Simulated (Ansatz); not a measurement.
The cell is a measured one (Crystallography Open Database entry 8100521); the temperature and pressure of the measurement aren't taken into account, and nothing was relaxed.

An input for Bi: DFT, PBE, all-electron LAPW, scalar-relativistic (Ansatz 0.2.0).

```yaml
crystal:
  lattice:
    - [3.33628, -3.0554, 0.0]
    - [3.33628, 3.0554, 0.0]
    - [-1.15098, 0.0, 3.09291]
  atoms:
    - { symbol: Bi, position: [0.2518, 0.2518, 0.149] }
    - { symbol: Bi, position: [0.7482, 0.7482, 0.851] }
kpoints:
  mp_grid: { grid: [8, 8, 12] }
  band_path:
    path:
      - [0.0, 0.0, 0.0]
      - [-0.4887142109, 0.4887142109, 0.0]
      - [-0.5112857891, -0.4887142109, 0.0]
      - [-0.5, -0.5, 0.0]
      - [0.0, 0.0, 0.0]
      - [-0.5, -0.5, 0.5]
      - [-0.6796217385, -0.3203782615, 0.5]
      - [-0.3203782615, 0.3203782615, 0.5]
      - [0.0, 0.0, 0.5]
    npoints: 8
scf:
  occupations: { method: fermi_dirac, width: 0.05 }
hamiltonian:
  xc: pbe
  pseudopotentials: { kind: all_electron, lapw: { basis_error: 0.001 } }
output:
  forces: true
  stress: true
  eigenvalues: true
  fatbands: true
  populations: true
  dos: { projected: true, de: 0.2, e_range: [-14, 8] }
```

Set-up and iterations as logged by Ansatz (the results part is left out, to be predicted):

```
Bi: projections on atomic orbitals take those of the free atom 1s2 2s2 2p6 3s2 3p6 3d10 4s2 4p6 4d10 4f14 5s2 5p6 5d10 6s2 6p3, of charge +0.00 (hamiltonian.pseudopotentials.projection_atoms)
LAPW: plane waves up to 7.223 Å⁻¹, error target 1.0e-3 eV per atom; small_component_spin mean_spin; Bi in spheres of 1.577 Å, 37 of its electrons in bands, Dirac shells []
Engine: ansatz 0.2.0
Pseudopotentials: kind: all_electron
Pseudopotential: Bi, LAPW, valence charge 37, Koelling and Harmon's equation, gaussian nucleus
Functional definition: PBE
  parameter kappa = 0.804
  parameter beta = 0.06672455060314922
  exchange = pbe_x(kappa = kappa, mu = beta*pi^2/3)
  correlation = pbe_c(beta = beta)
Crystal: 2 atoms, lattice volume = 63.056 Å³
Basis set: ecut = 198.77045516035332 eV, 393 PW (Γ), exchange–correlation at level 2
Bands: 45, of which v1, the nominal top of the filled ones, is band 37 counted from 1 (36 counted from 0)
Symmetry: 4 space group operations
Space group: C2/m (ITA 12), of the structure as read, at distance tolerance 4.0e-5 Å
k-points: 222 of 768
Non-local potential: Bi, projectors of the file, none
Initial density: superposition of atomic densities (chi_scale 0.1, normalization cell)
Initial wavefunctions: plane waves of lowest kinetic energy (no species holds an atomic orbital)
Functional: x = pbe(κ = 0.804, μ = 0.2195149727645171), c = pbe(β = 0.06672455060314922)
iter 1 solved again at ethr=3.05e-5 eV; its pass at ethr=1.00e-1 eV (dr2=2.26e-2 eV) is discarded
SCF iter   1: F=—  HF=-1171411.794994 eV  |F-HF|=—  |Δ(HF+E_count)|=         —  Δρ=6.86e-3  dr2=2.27e-2  ethr=3.05e-5  ⟨swp⟩=3.1  Hψ=63349  notcnv=0
iter 2 solved again at ethr=7.28e-7 eV; its pass at ethr=3.05e-5 eV (dr2=5.39e-4 eV) is discarded
SCF iter   2: F=—  HF=-1171411.796354 eV  |F-HF|=—  |Δ(HF+E_count)|=   1.36e-3  Δρ=1.17e-3  dr2=5.39e-4  ethr=7.28e-7  ⟨swp⟩=2.0  Hψ=49714  notcnv=0
SCF iter   3: F=—  HF=-1171411.794439 eV  |F-HF|=—  |Δ(HF+E_count)|=   1.92e-3  Δρ=4.53e-4  dr2=8.26e-5  ethr=7.28e-7  ⟨swp⟩=3.0  Hψ=30563  notcnv=0
SCF iter   4: F=—  HF=-1171411.793101 eV  |F-HF|=—  |Δ(HF+E_count)|=   1.34e-3  Δρ=1.69e-4  dr2=1.33e-5  ethr=1.12e-7  ⟨swp⟩=3.0  Hψ=29828  notcnv=0
SCF iter   5: F=—  HF=-1171411.792942 eV  |F-HF|=—  |Δ(HF+E_count)|=   1.60e-4  Δρ=5.46e-5  dr2=1.36e-6  ethr=1.80e-8  ⟨swp⟩=3.0  Hψ=29866  notcnv=0
SCF iter   6: F=—  HF=-1171411.792933 eV  |F-HF|=—  |Δ(HF+E_count)|=   8.14e-6  Δρ=9.31e-6  dr2=4.87e-8  ethr=1.84e-9  ⟨swp⟩=3.0  Hψ=30218  notcnv=0
SCF iter   7: F=-1171411.792933 eV  HF=-1171411.792933 eV  |F-HF|=1.47e-8  |Δ(HF+E_count)|=   8.57e-8  Δρ=2.72e-6  dr2=9.26e-9  ethr=6.58e-11  ⟨swp⟩=3.0  Hψ=30271  notcnv=0
```

(1) What pressure will this run report?

(2) How large will the largest force be?

(3) Is there a band gap?

Results:

(1) 4.17 GPa (positive in compression).

(2) 0.036 eV/Å.

(3) none: bands cross the Fermi level, a metal.
